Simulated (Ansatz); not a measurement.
Computed with DFT PBE, scalar-relativistic, plane waves, PAW (Ansatz 0.2.0).

Structure of CsI:

```xyz
2
Lattice="4.6660 0.0000 0.0000 0.0000 4.6660 0.0000 0.0000 0.0000 4.6660" Properties=species:S:1:pos:R:3 pbc="T T T"
Cs    0.0000    0.0000    0.0000
I     2.3330    2.3330    2.3330
```

Cutoff 420 eV; k points 6×6×6 on the computed 2-atom cell (Γ-centred); Gaussian smearing, width 0.02 eV; no spin polarisation.

Levels along Γ–X–M–Γ–R–X | R–M, in eV from a zero inside the gap, sorted by energy at each point. Points in fractions of the primitive reciprocal vectors: Γ (0.000 0.000 0.000), X (0.000 0.500 0.000), M (0.500 0.500 0.000), R (0.500 0.500 0.500).
| point | k (1/Å, with 2π) | band 10 | band 11 | band 12 | band 13 | band 14 | band 15 | band 16 |
| --- | --- | --- | --- | --- | --- | --- | --- | --- |
| Γ | 0.000 | -9.02 | -1.94 | -1.94 | -1.94 | 1.84 | 2.44 | 2.44 |
| - | 0.096 | -9.01 | -2.03 | -1.94 | -1.94 | 1.96 | 2.47 | 2.54 |
| - | 0.192 | -9.01 | -2.26 | -1.96 | -1.96 | 2.27 | 2.55 | 2.83 |
| - | 0.289 | -9.00 | -2.55 | -1.98 | -1.98 | 2.69 | 2.69 | 3.27 |
| - | 0.385 | -8.98 | -2.83 | -2.00 | -2.00 | 2.88 | 3.18 | 3.79 |
| - | 0.481 | -8.97 | -3.05 | -2.03 | -2.03 | 3.09 | 3.69 | 4.25 |
| - | 0.577 | -8.97 | -3.20 | -2.04 | -2.04 | 3.29 | 4.15 | 4.55 |
| X | 0.673 | -8.97 | -3.25 | -2.05 | -2.05 | 3.38 | 4.39 | 4.61 |
| - | 0.769 | -8.96 | -3.22 | -2.08 | -2.04 | 3.40 | 4.31 | 4.54 |
| - | 0.866 | -8.96 | -3.14 | -2.18 | -2.01 | 3.40 | 4.05 | 4.48 |
| - | 0.962 | -8.95 | -3.02 | -2.31 | -1.97 | 3.22 | 3.74 | 4.68 |
| - | 1.058 | -8.95 | -2.89 | -2.45 | -1.93 | 2.93 | 3.46 | 4.71 |
| - | 1.154 | -8.94 | -2.77 | -2.56 | -1.89 | 2.67 | 3.24 | 4.45 |
| - | 1.250 | -8.94 | -2.68 | -2.63 | -1.85 | 2.48 | 3.11 | 4.30 |
| M | 1.347 | -8.94 | -2.65 | -2.65 | -1.84 | 2.42 | 3.06 | 4.25 |
| - | 1.483 | -8.94 | -2.69 | -2.62 | -1.86 | 2.54 | 3.15 | 4.30 |
| - | 1.619 | -8.95 | -2.75 | -2.55 | -1.91 | 2.82 | 3.37 | 4.45 |
| - | 1.755 | -8.96 | -2.74 | -2.43 | -1.96 | 3.07 | 3.42 | 4.59 |
| - | 1.891 | -8.98 | -2.61 | -2.28 | -1.98 | 3.07 | 3.10 | 3.75 |
| - | 2.027 | -9.00 | -2.36 | -2.12 | -1.97 | 2.58 | 2.79 | 3.06 |
| - | 2.163 | -9.01 | -2.07 | -1.99 | -1.95 | 2.07 | 2.53 | 2.60 |
| Γ | 2.299 | -9.02 | -1.94 | -1.94 | -1.94 | 1.84 | 2.44 | 2.44 |
| - | 2.465 | -9.00 | -2.10 | -2.00 | -2.00 | 2.17 | 2.63 | 2.63 |
| - | 2.632 | -8.99 | -2.38 | -2.15 | -2.15 | 2.89 | 3.14 | 3.14 |
| - | 2.799 | -9.03 | -2.50 | -2.35 | -2.35 | 3.69 | 3.80 | 3.80 |
| - | 2.965 | -9.12 | -2.58 | -2.58 | -2.52 | 3.98 | 4.25 | 4.25 |
| - | 3.132 | -9.19 | -2.79 | -2.79 | -2.65 | 3.86 | 4.54 | 4.54 |
| - | 3.298 | -9.22 | -2.94 | -2.94 | -2.88 | 4.48 | 4.89 | 4.89 |
| R | 3.465 | -9.22 | -2.99 | -2.99 | -2.99 | 5.14 | 5.14 | 5.14 |
| - | 3.601 | -9.21 | -2.96 | -2.96 | -2.91 | 4.67 | 4.87 | 4.99 |
| - | 3.737 | -9.18 | -2.90 | -2.84 | -2.69 | 4.03 | 4.40 | 4.63 |
| - | 3.873 | -9.13 | -2.86 | -2.67 | -2.42 | 3.65 | 4.03 | 4.24 |
| - | 4.009 | -9.07 | -2.92 | -2.47 | -2.19 | 3.65 | 3.88 | 3.89 |
| - | 4.145 | -9.02 | -3.06 | -2.26 | -2.08 | 3.61 | 4.00 | 4.02 |
| - | 4.281 | -8.98 | -3.19 | -2.11 | -2.05 | 3.44 | 4.27 | 4.44 |
| X | 4.417 | -8.97 | -3.25 | -2.05 | -2.05 | 3.38 | 4.39 | 4.61 |
| R | 4.417 | -9.22 | -2.99 | -2.99 | -2.99 | 5.14 | 5.14 | 5.14 |
| - | 4.513 | -9.21 | -2.98 | -2.98 | -2.95 | 4.88 | 5.01 | 5.01 |
| - | 4.609 | -9.17 | -2.93 | -2.93 | -2.82 | 4.33 | 4.78 | 4.78 |
| - | 4.706 | -9.12 | -2.86 | -2.86 | -2.62 | 3.72 | 4.58 | 4.58 |
| - | 4.802 | -9.05 | -2.79 | -2.79 | -2.37 | 3.18 | 4.09 | 4.43 |
| - | 4.898 | -8.99 | -2.72 | -2.72 | -2.12 | 2.77 | 3.56 | 4.33 |
| - | 4.994 | -8.95 | -2.67 | -2.67 | -1.92 | 2.50 | 3.19 | 4.27 |
| M | 5.090 | -8.94 | -2.65 | -2.65 | -1.84 | 2.42 | 3.06 | 4.25 |

Spin-orbit coupling is left out, which matters for the bands of heavy elements.